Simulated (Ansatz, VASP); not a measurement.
# LiH: VASP beside Ansatz

INCAR

```
SYSTEM = LiH
PREC     = Accurate       ! precision mode
ENCUT    = 520            ! plane-wave cutoff, eV
EDIFF    = 1E-7           ! SCF threshold, eV
ISMEAR   = 0              ! smearing method
SIGMA    = 0.02           ! smearing width, eV
LREAL    = .FALSE.        ! projectors in reciprocal space
LASPH    = .TRUE.         ! aspherical terms in the spheres
NELM     = 80             ! most SCF steps
ALGO     = Normal         ! electronic algorithm
ISIF     = 2              ! what is computed and relaxed
LWAVE    = .FALSE.        ! write WAVECAR
LCHARG   = .FALSE.        ! write CHGCAR
GGA      = PS             ! functional
NBANDS   = 12             ! bands
```

Contents of KPOINTS:

```
regular mesh
0
G
  8 8 6
  0 0 0
```

Contents of POSCAR:

```
LiH
1.0
    1.9899771082      1.9899771082      0.0000000000
   -1.9899771082      1.9899771082      0.0000000000
    0.0000000000      0.0000000000      4.0993528428
Li H
2 2
Direct
    0.0000000000      0.0000000000      0.0000000000
    0.5000000000      0.5000000000      0.5000000000
    0.5000000000      0.5000000000      0.0000000000
    0.0000000000      0.0000000000      0.5000000000
```

Input for Ansatz:

```yaml
crystal:
  lattice:
    - [1.9899771082, 1.9899771082, 0.0]
    - [-1.9899771082, 1.9899771082, 0.0]
    - [0.0, 0.0, 4.0993528428]
  atoms:
    - { symbol: Li, position: [0.0, 0.0, 0.0] }
    - { symbol: Li, position: [0.5, 0.5, 0.5] }
    - { symbol: H, position: [0.5, 0.5, 0.0] }
    - { symbol: H, position: [0.0, 0.0, 0.5] }
basis:
  ecutwfc: 420
kpoints:
  mp_grid: { grid: [8, 8, 6] }
  band_path: { path: [VBM, CBM], npoints: 2 }
hamiltonian:
  xc: pbesol
scf:
  occupations: { method: gaussian, width: 0.02 }
output:
  forces: true
  stress: true
  eigenvalues: true
checkpoint:
  read: start.run
  write: ck
  compress: false
  write_wavefunctions: false
  write_every: 100000
```

Alike in both runs: task single point; functional PBEsol; k mesh 8 × 8 × 6; occupations gaussian, width 0.02 eV; no spin polarisation.

|  | VASP | Ansatz |
| --- | --- | --- |
| version | VASP 6.6.1 | Ansatz 0.2.0 |
| potentials or method | VASP PAW PBE potentials, release 64 (Li_sv, H) | scalar-relativistic, plane waves, PAW |
| plane-wave cutoff (eV) | 520 | 420 |
| valence electrons in the cell | 8 | 8 |

```csv
,VASP,Ansatz,Ansatz less VASP
gap on the k mesh at the Fermi level (eV),2.42,2.42,+0.001
least direct gap on the mesh (eV),2.65,2.65,+0.002
```

 Expect the measured gap to be larger: semilocal functionals such as PBEsol lack the derivative discontinuity. A k mesh can miss the band edges.
